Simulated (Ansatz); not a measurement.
# Ti2O: tests of the settings

This session on Ti2O sets out to test the occupation rule and width.

Program: Ansatz 0.2.0. Level of theory: DFT r2SCAN, scalar-relativistic, plane waves, PAW. These are calculated values, not measurements.

1 further run of the same task is left out (set aside as unsound or not needed). Runs told in other sessions of the task aren't counted.

## Step 1: The starting structure

Symmetry: P-3m1, No. 164, trigonal system. The conventional cell has a = 2.919 Å, b = 2.919 Å, c = 4.713 Å, α = 90.00°, β = 90.00°, γ = 120.00°. Ti (site symmetry 3m) has 3 O at 2.14 Å in its first shell of neighbours. Around O (site symmetry -3m) lie 6 Ti at 2.14 Å.

As a file:

```
Ti O
1.0
     2.91940    0.00000    0.00000
    -1.45970    2.52827    0.00000
     0.00000    0.00000    4.71300
Ti O
2 1
Direct
  0.66667 0.33333 0.27874
  0.33333 0.66667 0.72126
  0.00000 0.00000 0.00000
```

Source of the structure: the Crystallography Open Database. It is taken as it stands there.

## Step 2: The base input

File input.yaml:

```yaml
crystal:
  lattice:
    - [2.9193980238, 0.0, 0.0]
    - [-1.4596990119, 2.5282728524, 0.0]
    - [0.0, 0.0, 4.713]
  atoms:
    - { symbol: Ti, position: [0.6666666667, 0.3333333333, 0.27874] }
    - { symbol: Ti, position: [0.3333333333, 0.6666666667, 0.72126] }
    - { symbol: O, position: [0.0, 0.0, 0.0] }
basis:
  ecutwfc: 500
kpoints:
  mp_grid: { grid: [18, 18, 10] }
hamiltonian:
  xc: r2scan
scf:
  occupations: { method: gaussian, width: 0.1 }
output:
  forces: true
  stress: true
  eigenvalues: true
  populations: true
```

Its results, from an earlier run: -1860.2015 eV/atom at zero smearing, pressure 9.02 GPa, largest force 1.049 eV/Å, no gap on the mesh, in 8 SCF cycles and 65 s.

## Step 3: Occupation rule and width set to Gaussian 0.02 eV

File input.yaml:

```yaml
crystal:
  lattice:
    - [2.9193980238, 0.0, 0.0]
    - [-1.4596990119, 2.5282728524, 0.0]
    - [0.0, 0.0, 4.713]
  atoms:
    - { symbol: Ti, position: [0.6666666667, 0.3333333333, 0.27874] }
    - { symbol: Ti, position: [0.3333333333, 0.6666666667, 0.72126] }
    - { symbol: O, position: [0.0, 0.0, 0.0] }
basis:
  ecutwfc: 500
kpoints:
  mp_grid: { grid: [18, 18, 10] }
hamiltonian:
  xc: r2scan
scf:
  occupations: { method: gaussian, width: 0.02 }
output:
  forces: true
  stress: true
  eigenvalues: true
```

Started as:

```console
$ ansatz run input.yaml --threads 1 --pin off --max-ram 2560MiB --backend cpu --events-out ev --progress --plain --runs-dir out
```

## Step 4: Occupation rule and width: Gaussian 0.3 eV

Edit input.yaml of step 3 so:

```diff
@@ -16,3 +16,3 @@
 scf:
-  occupations: { method: gaussian, width: 0.02 }
+  occupations: { method: gaussian, width: 0.3 }
 output:
```

## Step 5: Occupation rule and width set to Fermi–Dirac 0.02 eV

Edit input.yaml of step 4 so:

```diff
@@ -16,3 +16,3 @@
 scf:
-  occupations: { method: gaussian, width: 0.3 }
+  occupations: { method: fermi_dirac, width: 0.02 }
 output:
```

## Step 6: Occupation rule and width set to Fermi–Dirac 0.2 eV

Edit input.yaml of step 5 so:

```diff
@@ -16,3 +16,3 @@
 scf:
-  occupations: { method: fermi_dirac, width: 0.02 }
+  occupations: { method: fermi_dirac, width: 0.2 }
 output:
```

## Step 7: Occupation rule and width: Fermi–Dirac 0.3 eV

Edit input.yaml of step 6 so:

```diff
@@ -16,3 +16,3 @@
 scf:
-  occupations: { method: fermi_dirac, width: 0.2 }
+  occupations: { method: fermi_dirac, width: 0.3 }
 output:
```

## Step 8: Occupation rule and width set to Methfessel–Paxton 0.1 eV

Edit input.yaml of step 7 so:

```diff
@@ -16,3 +16,3 @@
 scf:
-  occupations: { method: fermi_dirac, width: 0.3 }
+  occupations: { method: methfessel_paxton, width: 0.1 }
 output:
```

## Step 9: Occupation rule and width set to Methfessel–Paxton 0.5 eV

Edit input.yaml of step 8 so:

```diff
@@ -16,3 +16,3 @@
 scf:
-  occupations: { method: methfessel_paxton, width: 0.1 }
+  occupations: { method: methfessel_paxton, width: 0.5 }
 output:
```

## Step 10: Occupation rule and width: cold 0.01 eV

Edit input.yaml of step 9 so:

```diff
@@ -16,3 +16,3 @@
 scf:
-  occupations: { method: methfessel_paxton, width: 0.5 }
+  occupations: { method: cold, width: 0.01 }
 output:
```

## Step 11: Occupation rule and width: cold 0.02 eV

Edit input.yaml of step 10 so:

```diff
@@ -16,3 +16,3 @@
 scf:
-  occupations: { method: cold, width: 0.01 }
+  occupations: { method: cold, width: 0.02 }
 output:
```

## Step 12: Occupation rule and width set to cold 0.05 eV

Edit input.yaml of step 11 so:

```diff
@@ -16,3 +16,3 @@
 scf:
-  occupations: { method: cold, width: 0.02 }
+  occupations: { method: cold, width: 0.05 }
 output:
```

## Step 13: Occupation rule and width: cold 0.3 eV

Edit input.yaml of step 12 so:

```diff
@@ -16,3 +16,3 @@
 scf:
-  occupations: { method: cold, width: 0.05 }
+  occupations: { method: cold, width: 0.3 }
 output:
```

## Step 14: Occupation rule and width set to tetrahedron

Edit input.yaml of step 13 so:

```diff
@@ -16,3 +16,3 @@
 scf:
-  occupations: { method: cold, width: 0.3 }
+  occupations: { method: tetrahedron }
 output:
```

(Steps that only read results are left out.)

**Question.** What does this series show? Wanted: largest energy shift, occupation rule and width.

The runs gave:

| quantity | value |
| --- | --- |
| largest energy shift, occupation rule and width | 15.3 meV/atom at Fermi–Dirac 0.3 |

In words: Smearing shifts the free energy by as much as 53.6 meV/atom (Fermi–Dirac 0.3); extrapolating to zero width leaves 15.3 at most. For the widths that shift F most, the extrapolation takes out most of the shift. In a metal, forces and stress under tetrahedra need not match the slope of their energy. The listed cell is far from this method's equilibrium (9.0 GPa, forces up to 1.05 eV/Å), so its values are not those of the relaxed crystal. Spin polarisation is off in the runs that give these values; a magnetic solution could lie lower.
